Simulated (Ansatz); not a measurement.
## All-electron card of Yb

```xyz
1
Lattice="0.0000 2.7431 2.7431 2.7431 0.0000 2.7431 2.7431 2.7431 0.0000" Properties=species:S:1:pos:R:3 pbc="T T T"
Yb    0.0000    0.0000    0.0000
```

The cell is COD entry 9010997, as deposited and not checked against the literature; nothing was relaxed.

Where the f shell is localised, expect the real compound to differ from this run without U.

Spin–orbit coupling is left out, though it moves levels of the heavy atoms by tenths of an eV or more.

Level of theory: DFT, PBE, all-electron LAPW, scalar-relativistic (Ansatz 0.2.0).

Settings: a Γ-centred 12×12×12 k mesh, Fermi–Dirac smearing of 0.05 eV, basis error target 0.25 meV/atom, no spin polarisation.

```yaml
Pressure_at_this_cell: -2.14 GPa
Volume_per_atom: 41.28 Å³
```

Task: Predict this quantity. Band gap.

Result: None at this level of theory (metallic, semimetallic, or a small gap that the functional closes).

Task: Density of states at the Fermi level (0.2 eV bin): what does the calculation give?

Result: 0.49 states/eV per cell.
